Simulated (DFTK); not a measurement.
V:

```
V
1.0
    -1.51435    1.51435    1.51435
     1.51435   -1.51435    1.51435
     1.51435    1.51435   -1.51435
V
1
Direct
  0.00000 0.00000 0.00000
```

Base run:

- Program: DFTK 0.8.2
- Functional: LDA
- Potentials or basis: cp2k.nc.sr.lda.v0_1.largecore.gth (LDA, GTH, large core)
- Cutoff: 1633 eV
- k mesh: 12 × 12 × 12
- Occupations: fermi-dirac, width 0.05 eV
- Spin: collinear spin, ferromagnetic start
- Starting moments: [2.0] μB

Its results: band gap on the k mesh none (metal or under the smearing width); pressure 23.6 GPa; net moment 2.75 μB per cell.

Problem. The run is repeated on the same cell with these changes: functional from LDA to PBEsol; potentials or basis from cp2k.nc.sr.lda.v0_1.largecore.gth (LDA, GTH, large core) to SG15 1.2 (PBE); cutoff from 1633 eV to 1225 eV; valence electrons from 5 to 13. What comes out?

Solution. Band gap on the k mesh none (metal or under the smearing width); pressure -11.8 GPa; net moment 0.00 μB per cell.

Caveats: GTH potentials come without recommended cutoffs, and this one wasn't checked for convergence (some runs); so large a pressure means that the cell lies far from this level's equilibrium, or that cutoff or potentials fall short (some runs); this set keeps more shells in the core, which shifts pressures and gaps (some runs); the potentials were made for another functional, which shifts forces and pressure (some runs).
